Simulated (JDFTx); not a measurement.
# N under changes of volume

One of the cells (6.723 Å³/atom); the others are scaled copies at fixed shape and fractional positions:

```xyz
2
Lattice="2.5195 0.0000 0.0000 -1.2597 2.1819 0.0000 0.0000 0.0000 2.4460" Properties=species:S:1:pos:R:3 pbc="T T T"
N     0.0000    1.4546    1.8345
N     1.2597    0.7273    0.6115
```

The real solid is made of molecules; this cell is a model form.

- Program: JDFTx 1.7.0 (patched build)
- Functional: PBE
- Potentials or basis: PseudoDojo-SR-PBE-0.5-standard
- Cutoff: 1143 eV
- Density cutoff: 4572 eV
- k mesh: 12 × 12 × 11
- Occupations: fermi-dirac, width 0.05 eV
- Spin: no spin polarisation

| volume (Å³/atom) | energy over the lowest point (meV/atom) | pressure (GPa) |
| --- | --- | --- |
| 6.320 | 59.95 | 26.9 |
| 6.454 | 39.93 | 21.2 |
| 6.589 | 24.38 | 16.0 |
| 6.723 | ? | ? |
| 6.858 | 5.24 | 6.9 |
| 6.992 | 1.00 | 2.9 |
| 7.127 | 0.00 | -0.9 |

Q: What does the run at 6.723 Å³/atom give?

A: Energy over the lowest point 12.94 meV/atom; pressure 11.3 GPa.

Worked out: A Birch-Murnaghan fit of order 3 (a polynomial in V^(-2/3)) to the other rows has its minimum at 7.11 Å³/atom with B0 = V·E''(V) = 186 GPa and B' = 3.5 at fixed shape and positions, which overstates the stiffness. It gives 12.94 meV/atom at 6.723 Å³/atom, against the run's 12.94, and -dE/dV = 11.3 GPa, against 11.3.

Energies are extrapolated to zero smearing.
